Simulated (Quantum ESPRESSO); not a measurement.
PbS (Galena):

```
Pb S
1.0
     0.00000    2.96575    2.96575
     2.96575    0.00000    2.96575
     2.96575    2.96575    0.00000
Pb S
1 1
Direct
  0.00000 0.00000 0.00000
  0.50000 0.50000 0.50000
```

Base run:

```yaml
Program: Quantum ESPRESSO 7.5
Functional: LDA
Potentials_or_basis: PseudoDojo 0.4.1 SR LDA standard
Cutoff: 762 eV
Density_cutoff: 3048 eV
k_mesh: 6 × 6 × 6, shifted
Occupations: fermi-dirac, width 0.05 eV
Spin: no spin polarisation
```

Its results: pressure -2.6 GPa.

Question: The run is repeated on the same cell with these changes: k mesh from 6 × 6 × 6, shifted to 2 × 2 × 2, shifted. What comes out?

Answer: Pressure -5.4 GPa.

Caveats: some runs use coarse meshes; the cell is more than 3 GPa from zero pressure, which shifts response properties (some runs).
